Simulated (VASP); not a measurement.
# Cd (Im-3m) in VASP: a series of runs

The runs below take Cd through single point, with PBEsol.

Everything below comes from runs of VASP 6.6.1. Logs are shortened: lines on timing, memory, paths and dates and some standing lists are left out, and cuts for length are marked.

## Step 1: The structure

It takes space group Im-3m (No. 229, cubic). The conventional cell has a = 3.569 Å, b = 3.569 Å, c = 3.569 Å, α = 90.00°, β = 90.00°, γ = 90.00°. Cd (site symmetry m-3m) is surrounded by 8 Cd at 3.09 Å.

This isn't the form of Cd at room conditions, which is hcp.

## Step 2: Single point, PBEsol

INCAR

```
SYSTEM = Cd
PREC = Accurate
ENCUT = 520
EDIFF = 1E-6
ISMEAR = 0
SIGMA = 0.15
LREAL = .False.
LASPH = .True.
NELM = 100
ALGO = Normal
ISIF = 2
LWAVE = .False.
LCHARG = .True.
GGA = PS
LELF = .True.
LVHAR = .True.
NBANDS = 12
```

KPOINTS

```
Automatic mesh
0
Gamma
  18 18 18
  0 0 0
```

POSCAR

```
Cd
1.0
   -1.7843220000      1.7843220000      1.7843220000
    1.7843220000     -1.7843220000      1.7843220000
    1.7843220000      1.7843220000     -1.7843220000
Cd
1
Direct
    0.0000000000      0.0000000000      0.0000000000
```

Potentials or basis: VASP PAW PBE potentials, release 64 (Cd).

Command:

```bash
$ cat potpaw_PBE.64/Cd/POTCAR > POTCAR
$ mpirun -np 1 vasp_std > vasp.out
```

OUTCAR:

```text
SYSTEM = Cd
   PREC = Accurate
   ENCUT = 520
   EDIFF = 1E-6
   ISMEAR = 0
   LREAL = .False.
   LASPH = .True.
   NELM = 100
   ISIF = 2
   GGA = PS

 ion  position               nearest neighbor table
   1  0.000  0.000  0.000-

  LATTYP: Found a body centered cubic cell.
 ALAT       =     3.5686440000

  Lattice vectors:

 A1 = (  -1.7843220000,   1.7843220000,   1.7843220000)
 A2 = (   1.7843220000,  -1.7843220000,   1.7843220000)
 A3 = (   1.7843220000,   1.7843220000,  -1.7843220000)

Analysis of symmetry for initial positions (statically):
=====================================================================
 Subroutine PRICEL returns:
 Original cell was already a primitive cell.

 Routine SETGRP: Setting up the symmetry group for a
 body centered cubic supercell.

 Subroutine GETGRP returns: Found 48 space group operations
 (whereof 48 operations were pure point group operations)
 out of a pool of 48 trial point group operations.

The static configuration has the point symmetry O_h .

Analysis of symmetry for dynamics (positions and initial velocities):
=====================================================================
 Subroutine PRICEL returns:
 Original cell was already a primitive cell.

 Routine SETGRP: Setting up the symmetry group for a
 body centered cubic supercell.

 Subroutine GETGRP returns: Found 48 space group operations
 (whereof 48 operations were pure point group operations)
 out of a pool of 48 trial point group operations.

The dynamic configuration has the point symmetry O_h .

 Subroutine INISYM returns: Found 48 space group operations
 (whereof 48 operations are pure point group operations),
 and found     1 'primitive' translations

----------------------------------------------------------------------------------------

                                     Primitive cell

  volume of cell :      22.7237

  direct lattice vectors                    reciprocal lattice vectors
    -1.784322000  1.784322000  1.784322000     0.000000000  0.280218481  0.280218481
     1.784322000 -1.784322000  1.784322000     0.280218481  0.000000000  0.280218481
     1.784322000  1.784322000 -1.784322000     0.280218481  0.280218481  0.000000000

  length of vectors
     3.090536361  3.090536361  3.090536361     0.396288776  0.396288776  0.396288776

  position of ions in fractional coordinates (direct lattice)
     0.000000000  0.000000000  0.000000000

  ion indices of the primitive-cell ions
   primitive index   ion index
                 1           1

----------------------------------------------------------------------------------------

 KPOINTS: Automatic mesh

Automatic generation of k-mesh.
 Grid dimensions read from file:
 generate k-points for:   18   18   18

 Generating k-lattice:

  Cartesian coordinates                     Fractional coordinates (reciprocal lattice)
     0.000000000  0.015567693  0.015567693     0.055555556  0.000000000  0.000000000
     0.015567693  0.000000000  0.015567693     0.000000000  0.055555556  0.000000000
     0.015567693  0.015567693  0.000000000     0.000000000  0.000000000  0.055555556

  Length of vectors
     0.022016043  0.022016043  0.022016043

  Shift w.r.t. Gamma in fractional coordinates (k-lattice)
     0.000000000  0.000000000  0.000000000

 Subroutine IBZKPT returns following result:
 ===========================================

 Found    195 irreducible k-points:

 Following reciprocal coordinates:
            Coordinates               Weight
  0.000000  0.000000  0.000000      1.000000
  0.055556  0.000000  0.000000     12.000000
  0.111111  0.000000  0.000000     12.000000
  0.166667  0.000000  0.000000     12.000000
  0.222222  0.000000  0.000000     12.000000
  0.277778  0.000000  0.000000     12.000000
[... 16 lines left out ...]
  0.333333  0.111111  0.000000     48.000000
  0.388889  0.111111  0.000000     48.000000
 [... further k-points ...]
   k-points           NKPTS =    195   k-points in BZ     NKDIM =    195   number of bands    NBANDS=     12
   number of dos      NEDOS =    301   number of ions     NIONS =      1
   total plane-waves  NPLWV =  13824
   dimension x,y,z NGX =    24 NGY =   24 NGZ =   24
   dimension x,y,z NGXF=    48 NGYF=   48 NGZF=   48
   ions per type =               1
   NGX,Y,Z   is equivalent  to a cutoff of  12.91, 12.91, 12.91 a.u.
   NGXF,Y,Z  is equivalent  to a cutoff of  25.82, 25.82, 25.82 a.u.
 SYSTEM =  Cd
   PREC   = accura    normal or accurate (medium, high low for compatibility)
   ISTART =      0    job   : 0-new  1-cont  2-samecut
   ICHARG =      2    charge: 1-file 2-atom 10-const
   ISPIN  =      1    spin polarized calculation?
   LNONCOLLINEAR =      F non collinear calculations
   LSORBIT =      F    spin-orbit coupling
   LASPH  =      T    aspherical Exc in radial PAW
   ENCUT  =  520.0 eV  38.22 Ry    6.18 a.u.   5.75  5.75  5.75*2*pi/ulx,y,z
   NELM   =    100;   NELMIN=  2; NELMDL= -5     # of ELM steps
   EDIFF  = 0.1E-05   stopping-criterion for ELM
   LREAL  =      F    real-space projection
   EDIFFG = 0.1E-04   stopping-criterion for IOM
   NSW    =      0    number of steps for IOM
   IBRION =     -1    ionic relax: 0-MD 1-quasi-New 2-CG
   NFREE  =      0    steps in history (QN), initial steepest desc. (CG)
   ISIF   =      2    stress and relaxation
   ISYM   =      2    0-nonsym 1-usesym 2-fastsym
   POTIM  = 0.5000    time-step for ionic-motion
   TEBEG  =    0.0;   TEEND  =   0.0 temperature during run
   PSTRESS=    0.0 pullay stress
   NELECT =      12.0000    total number of electrons
   NUPDOWN=      -1.0000    fix difference up-down
   EMIN   =  10.00;   EMAX   =-10.00  energy-range for DOS
   EFERMI =   0.00;   METHOD = LEGACY
   ISMEAR =     0;   SIGMA  =   0.15  broadening in eV -4-tet -1-fermi 0-gaus
   EFERMI_NEDOS =   21; number of points for ismear=-14 and -15
   IALGO  =     38    algorithm
   IMIX   =      4    mixing-type and parameters
     AMIX     =   0.40;   BMIX     =  1.00
     AMIX_MAG =   1.60;   BMIX_MAG =  1.00
  volume/ion in A,a.u.               =      22.72       153.35
  Fermi-wavevector in a.u.,A,eV,Ry     =   1.323250  2.500581 23.823686  1.750992
  Thomas-Fermi vector in A             =   2.452872
   LORBIT       =      0    0 simple, 1 ext, 2 COOP (PROOUT), +10 PAW based schemes
   GGA     = PS    functional components
   LHFCALC =     F    Hartree Fock is set to
   AEXX    =    0.0000 exact exchange contribution
   IVDW    =     0    specifies the selected vdW correction
   LEPSILON=     F    determine dielectric tensor
   LRPA    =     F    only Hartree local field effects (RPA)
 non-spin polarized calculation
 Gauss-broadening in eV      SIGMA  =   0.15
  energy-cutoff  :      520.00
  volume of cell :       22.72
 maximum number of plane-waves:       627
   NGX = 11   NGY = 11   NGZ = 11

 number of electron      12.0000006 magnetization

 Free energy of the ion-electron system (eV)
  ---------------------------------------------------
  ext. energy  EPLUGINS =         0.00000000
  ---------------------------------------------------
  free energy    TOTEN  =        -1.11595247 eV

  energy without entropy =       -1.11100103  energy(sigma->0) =       -1.11347675

 E-fermi :   2.3978     XC(G=0): -10.9519

 val. band max:        2.3777173673   @ k =   0.3333   0.1667   0.1667
 cond. band min:       2.4120122904   @ k =   0.2778   0.2778   0.1111
 fundamental gap:      0.0342949231
 Fermi energy:         2.3977989260

 k-point     1 :       0.0000    0.0000    0.0000
  band No.  band energies     occupation
      1      -6.6653      2.00000
      2      -6.6653      2.00000
      3      -6.6653      2.00000
      4      -6.1496      2.00000
      5      -6.0580      2.00000
      6      -6.0580      2.00000
      7      17.7616      0.00000
      8      17.7616      0.00000
      9      17.7616      0.00000
     10      18.2458      0.00000
     11      18.2458      0.00000
     12      18.2458      0.00000

 k-point     2 :       0.0556    0.0000    0.0000
  band No.  band energies     occupation
      1      -6.6748      2.00000
      2      -6.6622      2.00000
      3      -6.6377      2.00000
      4      -6.0814      2.00000
      5      -6.0576      2.00000
      6      -6.0540      2.00000
      7      16.7476      0.00000
      8      17.4487      0.00000
      9      17.6314      0.00000
     10      17.7200      0.00000
     11      17.8675      0.00000
     12      18.0929      0.00000

 k-point     3 :       0.1111    0.0000    0.0000
  band No.  band energies     occupation
      1      -6.7019      2.00000
      2      -6.6644      2.00000
      3      -6.5573      2.00000
      4      -6.1014      2.00000
      5      -6.0565      2.00000
      6      -5.8037      2.00000
      7      14.6426      0.00000
      8      16.4803      0.00000
      9      16.6589      0.00000
     10      17.3223      0.00000
     11      17.5258      0.00000
     12      18.3355      0.00000
[... 286 lines left out ...]
 k-point    23 :       0.3333    0.1111    0.0000
  band No.  band energies     occupation
      1      -6.9492      2.00000
      2      -6.8738      2.00000
      3      -6.1297      2.00000
      4      -6.0768      2.00000
      5      -5.8530      2.00000
      6      -1.5588      2.00000
      7       4.5220      0.00000
      8       9.9539      0.00000
      9      12.2671      0.00000
     10      16.6681      0.00000
     11      18.8575      0.00000
     12      20.8910      0.00000

 k-point    24 :       0.3889    0.1111    0.0000
  band No.  band energies     occupation
      1      -6.9885      2.00000
      2      -6.9052      2.00000
      3      -6.1081      2.00000
      4      -6.0767      2.00000
      5      -5.7685      2.00000
      6      -0.2968      2.00000
      7       2.8265      0.00005
      8       9.6645      0.00000
      9      11.9897      0.00000
     10      16.5764      0.00000
     11      18.7538      0.00000
     12      21.7116      0.00000

 [... further k-points ...]

------------------------ aborting loop because EDIFF is reached ----------------------------------------

  FORCE on cell =-STRESS in cart. coord.  units (eV):
  Direction    XX          YY          ZZ          XY          YZ          ZX
  --------------------------------------------------------------------------------------
  -------------------------------------------------------------------------------------
  Total       -0.3551071     -0.3551071     -0.3551071      0.0000000      0.0000000      0.0000000
  in kB      -25.0374583    -25.0374583    -25.0374583      0.0000000      0.0000000      0.0000000
  external PRESSURE =     -25.0374583 kB  Pullay stress =       0.0000000 kB

 VOLUME and BASIS-vectors are now :
 -----------------------------------------------------------------------------
  energy-cutoff  :      520.00
  volume of cell :       22.72
      direct lattice vectors                 reciprocal lattice vectors
    -1.784322000  1.784322000  1.784322000     0.000000000  0.280218481  0.280218481
     1.784322000 -1.784322000  1.784322000     0.280218481  0.000000000  0.280218481
     1.784322000  1.784322000 -1.784322000     0.280218481  0.280218481  0.000000000

 POSITION                                       TOTAL-FORCE (eV/Angst)
 -----------------------------------------------------------------------------------
      0.00000      0.00000      0.00000         0.000000      0.000000     -0.000000
 -----------------------------------------------------------------------------------
    total drift:                                0.000000      0.000000      0.000000

  FREE ENERGIE OF THE ION-ELECTRON SYSTEM (eV)
  ---------------------------------------------------
  free  energy   TOTEN  =        -1.1159524694 eV

  energy  without entropy=       -1.1110010334  energy(sigma->0) =       -1.11347675
```

Wall time 15 s (1 thread of Intel Xeon Platinum 8488C (Sapphire Rapids), shared host); peak memory 0.18 GiB.

What came out:

```
Free energy            : -1.1160 eV
Pressure               : -2.5 GPa
Band gap on the k mesh : none (metal or under the smearing width)
```

Caveat: the PAW data sets were made with another functional, which shifts forces and pressure a little.

## Step 3: Single point, PBEsol

INCAR

```
PREC = Accurate
ENCUT = 520
EDIFF = 1E-6
ISMEAR = 0
SIGMA = 0.15
LREAL = F
LASPH = T
NELM = 100
ALGO = Normal
ISIF = 2
LWAVE = F
LCHARG = F
GGA = PS
NBANDS = 12
```

KPOINTS

```
regular mesh
0
Gamma
  20 20 20
```

POSCAR is that of step 2.

Potentials or basis: VASP PAW PBE potentials, release 64 (Cd).

Command:

```bash
$ cat potpaw_PBE.64/Cd/POTCAR > POTCAR
$ mpirun -np 1 vasp_std > vasp.out
```

Run time: 18 s. Hardware: 1 thread of Intel Xeon Platinum 8488C (Sapphire Rapids), shared host; peak memory 0.18 GiB.

The run converged. Its results:

```yaml
Free_energy: -1.1180 eV
Pressure: -2.5 GPa
Band_gap_on_the_k_mesh: none (metal or under the smearing width)
```

Levels at points of the mesh, in eV from the Fermi level:
| k point | band 3 | band 4 | band 5 | band 6 | band 7 | band 8 | band 9 | band 10 |
| --- | --- | --- | --- | --- | --- | --- | --- | --- |
| (0.00, 0.00, 0.00) | -9.10 | -8.58 | -8.49 | -8.49 | 15.33 | 15.33 | 15.33 | 15.81 |
| (0.50, 0.00, 0.00) | -8.52 | -8.47 | -8.08 | -2.01 | -0.99 | 9.13 | 9.88 | 13.40 |
| (0.50, 0.50, 0.50) | -8.18 | -8.18 | -8.18 | 3.38 | 3.38 | 3.38 | 5.44 | 7.91 |

Caveat: the PAW data sets were made with another functional, which shifts forces and pressure a little.
